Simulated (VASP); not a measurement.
# BN (P6_3/mmc) in VASP: a series of runs, part 2 of 2

VASP 6.6.1. Earlier steps stand in the parts before.

**4. Dielectric tensor, PBE**

File INCAR:

```
SYSTEM = BN
  PREC = Accurate
  ENCUT = 400
  EDIFF = 1E-8
  ISMEAR = 0
  SIGMA = 0.01
  LREAL = .FALSE.
  LASPH = .TRUE.
  NELM = 100
  ALGO = Normal
  ISIF = 2
  LWAVE = .FALSE.
  LCHARG = .FALSE.
  GGA = PE
  LEPSILON = .TRUE.
```

File KPOINTS:

```
Automatic mesh
0
G
  10 10 3
  0 0 0
```

File POSCAR:

```
BN
1.0
    2.4982400000      0.0000000000      0.0000000000
   -1.2491200000      2.1635393048      0.0000000000
    0.0000000000      0.0000000000      6.6357000000
N B
2 2
Direct
    0.6666666667      0.3333333333      0.2500000000
    0.3333333333      0.6666666667      0.7500000000
    0.6666666667      0.3333333333      0.7500000000
    0.3333333333      0.6666666667      0.2500000000
```

Potentials or basis: VASP PAW PBE potentials, release 64 (N, B).

The run is started by

```sh
cat potpaw_PBE.64/N/POTCAR potpaw_PBE.64/B/POTCAR > POTCAR
mpirun -np 1 vasp_std > vasp.out
```

OUTCAR:

```text
SYSTEM = BN
   PREC = Accurate
   ENCUT = 400
   EDIFF = 1E-8
   ISMEAR = 0
   LREAL = .FALSE.
   LASPH = .TRUE.
   NELM = 100
   ISIF = 2
   GGA = PE
   LEPSILON = .TRUE.

 Found     28 irreducible k-points:

 Following reciprocal coordinates:
            Coordinates               Weight
  0.000000  0.000000  0.000000      1.000000
  0.100000  0.000000  0.000000      6.000000
  0.200000  0.000000  0.000000      6.000000
  0.300000  0.000000  0.000000      6.000000
  0.400000  0.000000  0.000000      6.000000
  0.500000  0.000000  0.000000      3.000000
   k-points           NKPTS =     28   k-points in BZ     NKDIM =     28   number of bands    NBANDS=     12
   number of dos      NEDOS =    301   number of ions     NIONS =      4
   total plane-waves  NPLWV =  12288
   dimension x,y,z NGX =    16 NGY =   16 NGZ =   48
   dimension x,y,z NGXF=    32 NGYF=   32 NGZF=   96
   ions per type =               2   2
   NGX,Y,Z   is equivalent  to a cutoff of  10.65, 10.65, 12.03 a.u.
   NGXF,Y,Z  is equivalent  to a cutoff of  21.29, 21.29, 24.05 a.u.
 SYSTEM =  BN
   PREC   = accura    normal or accurate (medium, high low for compatibility)
   ISTART =      0    job   : 0-new  1-cont  2-samecut
   ICHARG =      2    charge: 1-file 2-atom 10-const
   ISPIN  =      1    spin polarized calculation?
   LNONCOLLINEAR =      F non collinear calculations
   LSORBIT =      F    spin-orbit coupling
   LASPH  =      T    aspherical Exc in radial PAW
   ENCUT  =  400.0 eV  29.40 Ry    5.42 a.u.   4.07  4.07 10.82*2*pi/ulx,y,z
   NELM   =    100;   NELMIN=  2; NELMDL= -5     # of ELM steps
   EDIFF  = 0.1E-07   stopping-criterion for ELM
   LREAL  =      F    real-space projection
   EDIFFG = 0.1E-06   stopping-criterion for IOM
   NSW    =      0    number of steps for IOM
   IBRION =     -1    ionic relax: 0-MD 1-quasi-New 2-CG
   NFREE  =      0    steps in history (QN), initial steepest desc. (CG)
   ISIF   =      2    stress and relaxation
   ISYM   =      2    0-nonsym 1-usesym 2-fastsym
   POTIM  = 0.5000    time-step for ionic-motion
   TEBEG  =    0.0;   TEEND  =   0.0 temperature during run
   PSTRESS=    0.0 pullay stress
   NELECT =      16.0000    total number of electrons
   NUPDOWN=      -1.0000    fix difference up-down
   EMIN   =  10.00;   EMAX   =-10.00  energy-range for DOS
   EFERMI =   0.00;   METHOD = LEGACY
   ISMEAR =     0;   SIGMA  =   0.01  broadening in eV -4-tet -1-fermi 0-gaus
   EFERMI_NEDOS =   21; number of points for ismear=-14 and -15
   IALGO  =     38    algorithm
   IMIX   =      4    mixing-type and parameters
     AMIX     =   0.40;   BMIX     =  1.00
     AMIX_MAG =   1.60;   BMIX_MAG =  1.00
  volume/ion in A,a.u.               =       8.97        60.51
  Fermi-wavevector in a.u.,A,eV,Ry     =   1.250891  2.363842 21.289433  1.564729
  Thomas-Fermi vector in A             =   2.384864
   LORBIT       =      0    0 simple, 1 ext, 2 COOP (PROOUT), +10 PAW based schemes
   GGA     = PE    functional components
   LHFCALC =     F    Hartree Fock is set to
   AEXX    =    0.0000 exact exchange contribution
   IVDW    =     0    specifies the selected vdW correction
   LEPSILON=     T    determine dielectric tensor
   LRPA    =     F    only Hartree local field effects (RPA)
 non-spin polarized calculation
 Gauss-broadening in eV      SIGMA  =   0.01
  energy-cutoff  :      400.00
[... 111 lines left out ...]
  Total        0.5329387      0.5329387     -0.3965961      0.0000000      0.0000000      0.0000000
  in kB       23.8068619     23.8068619    -17.7163133      0.0000000      0.0000000      0.0000000
  external PRESSURE =       9.9658035 kB  Pullay stress =       0.0000000 kB

 VOLUME and BASIS-vectors are now :
 -----------------------------------------------------------------------------
  energy-cutoff  :      400.00
  volume of cell :       35.87
      direct lattice vectors                 reciprocal lattice vectors
     2.498240000  0.000000000  0.000000000     0.400281798  0.231102804  0.000000000
    -1.249120000  2.163539305  0.000000000     0.000000000  0.462205608  0.000000000
     0.000000000  0.000000000  6.635700000     0.000000000  0.000000000  0.150700002

 POSITION                                       TOTAL-FORCE (eV/Angst)
 -----------------------------------------------------------------------------------
      1.24912      0.72118      1.65892         0.000000      0.000000      0.000000
     -0.00000      1.44236      4.97677        -0.000000     -0.000000      0.000000
      1.24912      0.72118      4.97677        -0.000000      0.000000      0.000000
     -0.00000      1.44236      1.65892         0.000000     -0.000000      0.000000
 -----------------------------------------------------------------------------------
    total drift:                                0.000000     -0.000000      0.000000

  FREE ENERGIE OF THE ION-ELECTRON SYSTEM (eV)
  ---------------------------------------------------
  free  energy   TOTEN  =       -35.1341428629 eV

  energy  without entropy=      -35.1341428629  energy(sigma->0) =      -35.13414286

 HEAD OF MICROSCOPIC STATIC DIELECTRIC TENSOR (INDEPENDENT PARTICLE, excluding Hartree and local field effects)
 ------------------------------------------------------
           4.837246     0.000000    -0.000000
           0.000000     4.837246     0.000000
           0.000000    -0.000000     3.015203
 ------------------------------------------------------

 Free energy of the ion-electron system (eV)
  ---------------------------------------------------
  ---------------------------------------------------
  free energy    TOTEN  =        -0.39644751 eV

  energy without entropy =       -0.39644751

------------------------ aborting loop because EDIFF is reached ----------------------------------------

--------------------------------------- Ionic step        2  -------------------------------------------

------------------------ aborting loop because EDIFF is reached ----------------------------------------

--------------------------------------- Ionic step        3  -------------------------------------------

 Free energy of the ion-electron system (eV)
  ---------------------------------------------------
  ---------------------------------------------------
  free energy    TOTEN  =        -0.18690109 eV

  energy without entropy =       -0.18690109

------------------------ aborting loop because EDIFF is reached ----------------------------------------

 PIEZOELECTRIC TENSOR FIELD DIRECTION 3  (e Angst)
 -----------------------------------------------------------------------------
    -0.00030  0.00000 -0.00000           ( -0.00000  0.00000  0.00000)
     0.00000 -0.00030  0.00000           ( -0.00000 -0.00000  0.00000)
     0.00000 -0.00000  0.00025           (  0.00000  0.00000 -0.00001)

 PIEZOELECTRIC TENSOR FIELD DIRECTION 3  (C/m^2)
 -----------------------------------------------------------------------------
    -0.00013  0.00000 -0.00000
     0.00000 -0.00013  0.00000
     0.00000 -0.00000  0.00011

 MACROSCOPIC STATIC DIELECTRIC TENSOR (including local field effects in DFT)
 ------------------------------------------------------
           4.748707    -0.000000     0.000000
           0.000000     4.748707    -0.000000
           0.000000    -0.000000     2.692101
 ------------------------------------------------------

 PIEZOELECTRIC TENSOR (including local field effects)  for field in x, y, z        (e  Angst)
          XX          YY          ZZ          XY          YZ          ZX
  --------------------------------------------------------------------------------
  x     0.00000     0.00000     0.00000     0.00000     0.00000     0.00000
  y     0.00000     0.00000     0.00000     0.00000     0.00000     0.00000
  z     0.00000     0.00000     0.00000     0.00000     0.00000     0.00000

 PIEZOELECTRIC TENSOR (including local field effects)  for field in x, y, z        (C/m^2)
          XX          YY          ZZ          XY          YZ          ZX
  --------------------------------------------------------------------------------
  x     0.00000     0.00000     0.00000     0.00000     0.00000     0.00000
  y     0.00000     0.00000     0.00000     0.00000     0.00000     0.00000
  z     0.00000     0.00000     0.00000     0.00000     0.00000     0.00000

 BORN EFFECTIVE CHARGES (including local field effects) (in |e|, cummulative output)
 ---------------------------------------------------------------------------------
 ion    1
    1    -2.70359     0.00000     0.00000
    2     0.00000    -2.70359     0.00000
    3     0.00000     0.00000    -0.74197
 ion    2
    1    -2.70359     0.00000     0.00000
    2     0.00000    -2.70359     0.00000
    3     0.00000     0.00000    -0.74197
 ion    3
    1     2.70359     0.00000     0.00000
    2     0.00000     2.70359     0.00000
    3     0.00000     0.00000     0.74197
 ion    4
    1     2.70359     0.00000     0.00000
    2     0.00000     2.70359     0.00000
    3    -0.00000     0.00000     0.74197
```

OSZICAR:

```text
N       E                     dE             d eps       ncg     rms          rms(c)
DAV:   1     0.490161376217E+02    0.49016E+02   -0.72862E+03   680   0.100E+03
[... 13 lines left out ...]
RMM:   5    -0.186398459933E+00   -0.56323E-02   -0.48807E-04  1107   0.178E-01    0.112E-02
RMM:   6    -0.186628166879E+00   -0.22971E-03   -0.13040E-05  1138   0.209E-02    0.535E-03
RMM:   7    -0.186888485979E+00   -0.26032E-03   -0.22144E-06  1125   0.124E-02    0.890E-04
RMM:   8    -0.186907167034E+00   -0.18681E-04   -0.11077E-07  1123   0.226E-03    0.303E-04
RMM:   9    -0.186901795364E+00    0.53717E-05   -0.15813E-08  1139   0.868E-04    0.314E-05
RMM:  10    -0.186900709384E+00    0.10860E-05   -0.28660E-09   959   0.161E-04    0.115E-05
RMM:  11    -0.186901089654E+00   -0.38027E-06   -0.24261E-09   698   0.952E-05    0.273E-06
```

stdout:

```text
POSCAR found type information on POSCAR N B
 POSCAR found :  2 types and       4 ions
 scaLAPACK will be used
 LDA part: xc-table for (Slater+PW92), standard interpolation
 POSCAR, INCAR and KPOINTS ok, starting setup
 FFT: planning ... GRIDC
 FFT: planning ... GRID_SOFT
 FFT: planning ... GRID
 WAVECAR not read
 entering main loop
 Linear response reoptimize wavefunctions to high precision
 Linear response G [H, r] |phi>, progress :
  Direction:   1
 Linear response G [H, r] |phi>, progress :
  Direction:   2
 Linear response G [H, r] |phi>, progress :
  Direction:   3
 Linear response to external field (no local field effect), progress :
  Direction:   1
 dielectric tensor                  component  1 :     5.195     1.046    -0.113
 Linear response to external field (no local field effect), progress :
  Direction:   2
 dielectric tensor                  component  2 :     1.046     4.480    -0.152
 Linear response to external field (no local field effect), progress :
  Direction:   3
 dielectric tensor                  component  3 :    -0.113    -0.152     3.015
 Linear response to external field, progress :
  Direction:   1
 dielectric tensor                  component  1 :     4.749     0.322     0.021
 Linear response to external field, progress :
  Direction:   2
 dielectric tensor                  component  2 :     0.322     4.749    -0.125
 Linear response to external field, progress :
  Direction:   3
 dielectric tensor                  component  3 :    -0.112    -0.152     2.692
 Born effective charges drift removed
```

It took 57 s on 1 thread of Intel Xeon Platinum 8259CL at 2.50GHz (Skylake/Cascade Lake), shared host; peak memory 0.17 GiB.

These settings aren't checked as converged: the numbers below hold their error.

Results:

| Property | Result |
| --- | --- |
| Band gap on the k mesh | 4.24 eV, indirect (least direct gap 4.68 eV) |
| Electronic dielectric tensor (diagonal) | 4.75, 4.75, 2.69 |
| Born charges (mean of the diagonal) | N -2.05; B +2.05 e |

Caveat: the cutoff is under 1.25 times the usual one of these potentials, so pressure, stress and relaxed cells hold a basis-set (Pulay) error; an odd mesh through Γ misses points on the zone boundary, where band edges often lie; this functional lacks dispersion, which binds the layers, so the pressure and a relaxed spacing across them are unreliable.

**5. Dielectric tensor, PBE**

Changes to INCAR since step 4:

```diff
@@ -3,3 +3,3 @@
   ENCUT = 400
-  EDIFF = 1E-8
+  EDIFF = 1E-5
   ISMEAR = 0
```

KPOINTS is that of step 4.

POSCAR is that of step 4.

Potentials or basis: VASP PAW PBE potentials, release 64 (N, B).

The run is started by

```sh
cat potpaw_PBE.64/N/POTCAR potpaw_PBE.64/B/POTCAR > POTCAR
mpirun -np 1 vasp_std > vasp.out
```

OUTCAR:

```text
SYSTEM = BN
   PREC = Accurate
   ENCUT = 400
   EDIFF = 1E-5
   ISMEAR = 0
   LREAL = .FALSE.
   LASPH = .TRUE.
   NELM = 100
   ISIF = 2
   GGA = PE
   LEPSILON = .TRUE.

 Found     28 irreducible k-points:

 Following reciprocal coordinates:
            Coordinates               Weight
  0.000000  0.000000  0.000000      1.000000
  0.100000  0.000000  0.000000      6.000000
  0.200000  0.000000  0.000000      6.000000
  0.300000  0.000000  0.000000      6.000000
  0.400000  0.000000  0.000000      6.000000
  0.500000  0.000000  0.000000      3.000000
   k-points           NKPTS =     28   k-points in BZ     NKDIM =     28   number of bands    NBANDS=     12
   number of dos      NEDOS =    301   number of ions     NIONS =      4
[... 236 lines left out ...]
           4.748613     0.000000     0.000000
           0.000000     4.748613     0.000000
           0.000000    -0.000000     2.692068
 ------------------------------------------------------

 PIEZOELECTRIC TENSOR (including local field effects)  for field in x, y, z        (e  Angst)
          XX          YY          ZZ          XY          YZ          ZX
  --------------------------------------------------------------------------------
  x     0.00000     0.00000     0.00000     0.00000     0.00000     0.00000
  y     0.00000     0.00000     0.00000     0.00000     0.00000     0.00000
  z     0.00000     0.00000     0.00000     0.00000     0.00000     0.00000

 PIEZOELECTRIC TENSOR (including local field effects)  for field in x, y, z        (C/m^2)
          XX          YY          ZZ          XY          YZ          ZX
  --------------------------------------------------------------------------------
  x     0.00000     0.00000     0.00000     0.00000     0.00000     0.00000
  y     0.00000     0.00000     0.00000     0.00000     0.00000     0.00000
  z     0.00000     0.00000     0.00000     0.00000     0.00000     0.00000

 BORN EFFECTIVE CHARGES (including local field effects) (in |e|, cummulative output)
 ---------------------------------------------------------------------------------
 ion    1
    1    -2.70381     0.00000     0.00000
    2     0.00000    -2.70381     0.00000
    3    -0.00000    -0.00000    -0.74194
 ion    2
    1    -2.70381     0.00000     0.00000
    2     0.00000    -2.70381     0.00000
    3    -0.00000     0.00000    -0.74194
 ion    3
    1     2.70381     0.00000     0.00000
    2     0.00000     2.70381     0.00000
    3     0.00000     0.00000     0.74194
 ion    4
    1     2.70381     0.00000     0.00000
    2     0.00000     2.70381     0.00000
    3     0.00000     0.00000     0.74194
```

OSZICAR:

```text
N       E                     dE             d eps       ncg     rms          rms(c)
DAV:   1     0.490161376217E+02    0.49016E+02   -0.72862E+03   680   0.100E+03
DAV:   2    -0.350873191400E+02   -0.84103E+02   -0.75600E+02   964   0.229E+02
[... 15 lines left out ...]
RMM:   3    -0.176540254473E+00    0.23149E-01   -0.21094E-02   987   0.998E-01    0.343E-01
RMM:   4    -0.180767481862E+00   -0.42272E-02   -0.20186E-02  1074   0.965E-01    0.108E-01
RMM:   5    -0.186399389499E+00   -0.56319E-02   -0.48759E-04  1107   0.178E-01    0.112E-02
RMM:   6    -0.186628871782E+00   -0.22948E-03   -0.12997E-05  1122   0.209E-02    0.534E-03
RMM:   7    -0.186888961689E+00   -0.26009E-03   -0.22185E-06   995   0.124E-02    0.873E-04
RMM:   8    -0.186908056391E+00   -0.19095E-04   -0.86360E-08   737   0.233E-03    0.280E-04
RMM:   9    -0.186902408563E+00    0.56478E-05   -0.55104E-09   469   0.145E-03    0.826E-05
```

stdout:

```text
POSCAR found type information on POSCAR N B
 POSCAR found :  2 types and       4 ions
 scaLAPACK will be used
 LDA part: xc-table for (Slater+PW92), standard interpolation
 POSCAR, INCAR and KPOINTS ok, starting setup
 FFT: planning ... GRIDC
 FFT: planning ... GRID_SOFT
 FFT: planning ... GRID
 WAVECAR not read
 entering main loop
 Linear response reoptimize wavefunctions to high precision
 Linear response G [H, r] |phi>, progress :
  Direction:   1
 Linear response G [H, r] |phi>, progress :
  Direction:   2
 Linear response G [H, r] |phi>, progress :
  Direction:   3
 Linear response to external field (no local field effect), progress :
  Direction:   1
 dielectric tensor                  component  1 :     5.194     1.046    -0.113
 Linear response to external field (no local field effect), progress :
  Direction:   2
 dielectric tensor                  component  2 :     1.046     4.480    -0.152
 Linear response to external field (no local field effect), progress :
  Direction:   3
 dielectric tensor                  component  3 :    -0.113    -0.152     3.015
 Linear response to external field, progress :
  Direction:   1
 dielectric tensor                  component  1 :     4.749     0.322     0.021
 Linear response to external field, progress :
  Direction:   2
 dielectric tensor                  component  2 :     0.322     4.749    -0.125
 Linear response to external field, progress :
  Direction:   3
 dielectric tensor                  component  3 :    -0.112    -0.152     2.692
 Born effective charges drift removed
```

Wall time 43 s (1 thread of Intel Xeon Platinum 8259CL at 2.50GHz (Skylake/Cascade Lake), shared host); peak memory 0.17 GiB.

These settings aren't checked as converged: the numbers below hold their error.

What came out:

```yaml
Band_gap_on_the_k_mesh: 4.24 eV, indirect (least direct gap 4.68 eV)
Electronic_dielectric_tensor_diagonal: 4.75, 4.75, 2.69
Born_charges_mean_of_the_diagonal: N -2.05; B +2.05 e
```

Caveat: the cutoff is under 1.25 times the usual one of these potentials, so pressure, stress and relaxed cells hold a basis-set (Pulay) error; an odd mesh through Γ misses points on the zone boundary, where band edges often lie; this functional lacks dispersion, which binds the layers, so the pressure and a relaxed spacing across them are unreliable.

**6. The reference run**

An earlier run on the cell as given: functional PBE; potentials or basis VASP PAW PBE potentials, release 64 (N, B); cutoff 520 eV; k mesh 12 × 12 × 4; occupations fermi-dirac, width 0.05 eV; no spin polarisation.

* Pressure: 5.1 GPa
* Band gap on the k mesh: 4.29 eV, indirect (least direct gap 4.66 eV)
